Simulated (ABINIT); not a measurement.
Zr:

```xyz
2
Lattice="3.2320 0.0000 0.0000 -1.6160 2.7990 0.0000 0.0000 0.0000 5.1470" Properties=species:S:1:pos:R:3 pbc="T T T"
Zr    1.6160    0.9330    3.8603
Zr    0.0000    1.8660    1.2868
```

Base run:

* Program: ABINIT 10.8.3 (patched build)
* Functional: HCTH407
* Potentials or basis: JTH PAW PBE v2.0
* Cutoff: 463 eV
* k mesh: 9 × 9 × 5
* Occupations: fermi-dirac, width 0.05 eV
* Spin: no spin polarisation

Its results: band gap on the k mesh none (metal or under the smearing width); pressure -1.2 GPa.

Q: After a change of settings the same cell gave: band gap on the k mesh none (metal or under the smearing width); pressure 2.0 GPa. Which change was it?
A. functional from HCTH407 to LDA; potentials or basis from JTH PAW PBE v2.0 to PseudoDojo NC SR LDA v0.4.1 standard; cutoff from 463 eV to 952 eV
B. functional from HCTH407 to revPBE
C. functional from HCTH407 to PW91
D. functional from HCTH407 to rPW86PBE

A: B.

Caveats: the PAW data sets were made with another functional, which shifts forces and pressure a little.

Runs at the PBE level aren't shown here.
